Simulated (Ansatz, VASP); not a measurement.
## CsPbCl3: VASP beside Ansatz

```
Cs Pb Cl
1.0
     5.61865    0.00000    0.00000
     0.00000    5.61865    0.00000
     0.00000    0.00000    5.61865
Cs Pb Cl
1 1 3
Cartesian
  2.8093 2.8093 2.8093
  0.0000 0.0000 0.0000
  2.8093 0.0000 0.0000
  0.0000 2.8093 0.0000
  0.0000 0.0000 2.8093
```

Alike in both runs: functional PBEsol; k mesh 6 × 6 × 6; no spin polarisation.

Ansatz relaxed the structure, and its values are those at the end. VASP's run is a single point on that final structure, the one shown.

```csv
,VASP,Ansatz
version,VASP 6.6.1,Ansatz 0.2.0
potentials or method,"VASP PAW PBE potentials, release 64 (Cs_sv, Pb_d, Cl)","scalar-relativistic, plane waves, PAW"
plane-wave cutoff (eV),520,420
occupations,"gaussian, width 0.01 eV",fixed
valence electrons in the cell,44,44
```

Ansatz gave:

```
gap on the k mesh at the Fermi level (eV) : 1.83
least direct gap on the mesh (eV)         : 1.83
pressure (GPa)                            : 0.0
```

Question: Which values does VASP return?

Answer: gap on the k mesh at the Fermi level (eV): 1.84; least direct gap on the mesh (eV): 1.84; pressure (GPa): 0.0.

Caveats: the PAW data sets were made with another functional, which shifts forces and pressure a little (VASP); spin-orbit coupling is left out, which as a rule narrows the gap of such compounds by several tenths of an eV. A k mesh can miss the band edges.
